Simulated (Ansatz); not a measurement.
Runs of Ansatz 0.2.0 on PbS. It takes space group P-6m2 (No. 187, hexagonal). The conventional cell has a = 4.090 Å, b = 4.090 Å, c = 3.788 Å, α = 90.00°, β = 90.00°, γ = 120.00°. Pb (site symmetry -6m2) is surrounded by 6 S at 3.03 Å. Around S (site symmetry -6m2) lie 6 Pb at 3.03 Å. Measurements of this composition are mostly on another form, of space group No. 225.

```tsv
task	level	spin	cell	k mesh	points for each segment of the path	gap on the mesh (eV)	pressure (GPa)	relaxed volume (Å³/atom)
relaxation of cell and atoms	LDA	off	relaxed	8 × 8 × 7	-	none	0.0	24.98
relaxation of cell and atoms	PBEsol	off	relaxed	8 × 8 × 7	-	none	0.0	(a)
band structure	PBEsol	off	as given	8 × 8 × 7	14	-	-2.8	-
band structure	LDA	SOC, no magnetisation	as given	6 × 6 × 5	14	none	-4.7	-
```

Alike in all rows: potentials or basis Ansatz PAW; cutoff (eV) 420; smearing fermi-dirac 0.05 eV.

Problem. Fill in the values left out.

Solution. (a) 25.81.

Caveats: the PAW data sets come from PBE, with cores solved anew for the run's functional, which leaves a small shift of forces and pressure; the plane-wave basis is chosen anew once the cell has moved, so the energies of steps on either side of that aren't comparable (some runs); spin-orbit coupling is left out, which moves the levels of the heavy elements (some runs).

A k mesh can miss the band edges, and rows without SOC leave out spin-orbit coupling on Pb.

A gap of «none» marks a metal or a gap under the smearing width.
